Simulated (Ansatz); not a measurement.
**Putting H into Mg**

Computed with DFT PBE, scalar-relativistic, plane waves, PAW (Ansatz).

Settings: cutoff 420 eV, Γ-centred mesh 14×14×14 on the computed 1-atom cell, Gaussian smearing of 0.10 eV; no spin polarisation for the host; each changed cell takes a mesh and smearing chosen by its own gap and starts from the host's moments or customary ones, or runs without spin. Cells and atoms are relaxed to the nearest stationary point that keeps the symmetry of their start (forces under 0.02 to 0.04 eV/Å, stress under 0.1 to 0.2 GPa); energies are at zero smearing, without zero-point or thermal terms.

Relaxed host (gap on the mesh 0 eV):

```
Mg
1.0
    -1.78939    1.78939    1.78939
     1.78939   -1.78939    1.78939
     1.78939    1.78939   -1.78939
Mg
1
Direct
  0.00000 0.00000 0.00000
```

Cases: (1) 1 H in a 2×2×2 repeat of the cell, at (0.125 0.250 0.375) in fractions of that repeat, 2.00 Å from the nearest atom of the relaxed host.

The table gives the energy per H taken from half an H2 molecule (negative: uptake is favourable), the swelling and the final surroundings.

| case | formula | energy per H (eV) | ΔV (%) | principal strains (%) | nearest host atoms of the first H | gap (eV) |
| --- | --- | --- | --- | --- | --- | --- |
| 1 | Mg8H | -0.08 | +2.6 | +24.9 -9.3 -9.3 | 4 (Mg) from 1.99 Å | 0 |

Each ion keeps what symmetry its start has, so a lower place off a symmetric site can be missed, above all for H.

Relaxed structure of case 1:

```xyz
9
Lattice="-3.2448 4.4682 3.2448 3.2448 -4.4682 3.2448 3.2448 4.4682 -3.2448" Properties=species:S:1:pos:R:3 pbc="T T T"
Mg   -0.0174   -0.0133    0.0000
Mg    1.6224    2.2474   -1.6398
Mg    1.6224   -2.2414    1.6156
Mg    3.2622   -0.0133    0.0000
Mg   -1.6224    2.2268    1.6292
Mg    0.0068    4.4756    0.0000
Mg   -0.0068    0.0073    3.2448
Mg    1.6224    2.2474    1.6398
H     1.6224    1.1171    0.0000
```

This form of Mg (Im-3m) lies 0.03 eV/atom over the element's standard state.

In Mg8H a bond of the host changes by more than 0.6 Å or the volume by a third: the framework has rearranged or swollen or shrunk strongly, and the figure may no longer describe a topotactic step.

Cost: 2 runs of about 4.6 core-minutes in all, on Arm Neoverse V1 (shared hosts).